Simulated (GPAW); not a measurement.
A run of GPAW 26.7.0:

Contents of run.py:

```python
from ase.filters import FrechetCellFilter
from ase.io import read, write
from ase.optimize import LBFGS
from gpaw import GPAW, PW, setup_paths

setup_paths.insert(0, '.')

atoms = read('Te2Mo.cif')

calc = GPAW(mode=PW(600),
            xc='GGA_X_B88+GGA_C_P86',
            kpts={'size': (5, 5, 2), 'gamma': True},
            occupations={'name': 'fermi-dirac', 'width': 0.05},
            nbands=46,
            convergence={'density': 1e-06, 'energy': 1e-06, 'eigenstates': 1e-10},
            maxiter=150,
            txt='gpaw.txt')
atoms.calc = calc
opt = LBFGS(FrechetCellFilter(atoms), trajectory='relax.traj', logfile='-')
done = opt.run(fmax=0.02, steps=100)
calc.write('gs.gpw')
write('result.traj', atoms)
print('Converged:', done)
print('Cell:', atoms.cell.cellpar().round(4))
print('Volume:', round(atoms.get_volume(), 4))
print(atoms.get_scaled_positions().round(5))
```

Contents of Te2Mo.cif:

```cif
data_Te2Mo
_cell_length_a 3.51820000
_cell_length_b 3.51820000
_cell_length_c 13.97360000
_cell_angle_alpha 90.00000000
_cell_angle_beta 90.00000000
_cell_angle_gamma 120.00000000
_space_group_name_H-M_alt 'P1'
_space_group_name_Hall 'P 1'
_space_group_IT_number 1
loop_
_space_group_symop_operation_xyz
'x,y,z'
loop_
_atom_site_label
_atom_site_type_symbol
_atom_site_symmetry_multiplicity
_atom_site_Wyckoff_symbol
_atom_site_fract_x
_atom_site_fract_y
_atom_site_fract_z
_atom_site_occupancy
Te1 Te 1 a 0.6666666667 0.3333333333 0.3790000000 1
Te2 Te 1 a 0.3333333333 0.6666666667 0.8790000000 1
Te3 Te 1 a 0.6666666667 0.3333333333 0.1210000000 1
Te4 Te 1 a 0.3333333333 0.6666666667 0.6210000000 1
Mo1 Mo 1 a 0.6666666667 0.3333333333 0.7500000000 1
Mo2 Mo 1 a 0.3333333333 0.6666666667 0.2500000000 1
```

Potentials or basis: PAW data sets generated in the run's folder for this functional, pw.

Launch:

```sh
$ gpaw-setup -f GGA_X_B88+GGA_C_P86 Mo Te
$ OMP_NUM_THREADS=1 python run.py
```

Hardware: 1 thread of Arm Neoverse V2, with other jobs on the host.

Problem. How long does it take, and how much memory?

Solution. Run time: 12 min on 1 thread of Arm Neoverse V2, on a shared host, peak memory 0.37 GiB. Counts: scf iterations 180, plane waves 5024, bands 46, k points 10, ion steps 14.
